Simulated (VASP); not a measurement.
Wanted: the native input for a VASP 6.6.1 run.

| Item | Value |
| --- | --- |
| Task | relaxation of cell and atoms |
| Functional | PBE |
| Dispersion | D3(BJ) |
| Potentials or basis | VASP PAW PBE potentials, release 64 (Na_pv, F) |
| Cutoff | 600 eV |
| k mesh | 10 × 10 × 10 |
| Occupations | gaussian, width 0.02 eV |
| Spin | no spin polarisation |
| Further INCAR settings | ALGO = Normal; EDIFF = 1e-06; IBRION = 2; EDIFFG = -0.005; NSW = 40; ISIF = 3 |

The structure of NaF lies in POSCAR:

```
NaF
1.0
    0.0000000000      2.3150000000      2.3150000000
    2.3150000000      0.0000000000      2.3150000000
    2.3150000000      2.3150000000      0.0000000000
Na F
1 1
Direct
    0.0000000000      0.0000000000      0.0000000000
    0.5000000000      0.5000000000      0.5000000000
```

The cell was built by a generator and needn't be a form met in nature.

These files were run (other wordings do the same):

INCAR

```
PREC = Accurate
ENCUT = 600
EDIFF = 1E-6
ISMEAR = 0
SIGMA = 0.02
LREAL = F
LASPH = T
NELM = 120
ALGO = Normal
ISIF = 3
LWAVE = F
LCHARG = F
GGA = PE
IVDW = 12
IBRION = 2
NSW = 40
EDIFFG = -0.005
```

KPOINTS

```
Automatic mesh
0
Gamma
  10 10 10
```

Potentials or basis: VASP PAW PBE potentials, release 64 (Na_pv, F).

Command:

```bash
$ cat potpaw_PBE.64/Na_pv/POTCAR potpaw_PBE.64/F/POTCAR > POTCAR
$ mpirun -np 1 vasp_std > vasp.out
```

It gave:

```yaml
Relaxed_volume: 12.37 Å³/atom
Relaxed_cell: a = 3.271 Å, b = 3.271 Å, c = 3.271 Å, α = 60.00°, β = 60.00°, γ = 60.00°
Space_group_after_relaxing_to_0.05_Å: Fm-3m (No. 225)
Energy_gained_by_relaxing: 0.0 meV/atom
Ionic_steps: 2
Pressure_after_relaxing: 0.0 GPa
Band_gap_on_the_k_mesh: 6.33 eV, direct
Dispersion_energy_per_atom: -0.175 eV
```

Run time: 9.4 s on 1 thread of Intel(R) Xeon(R) 6975P-C (Granite Rapids), on a shared host, peak memory 0.16 GiB.
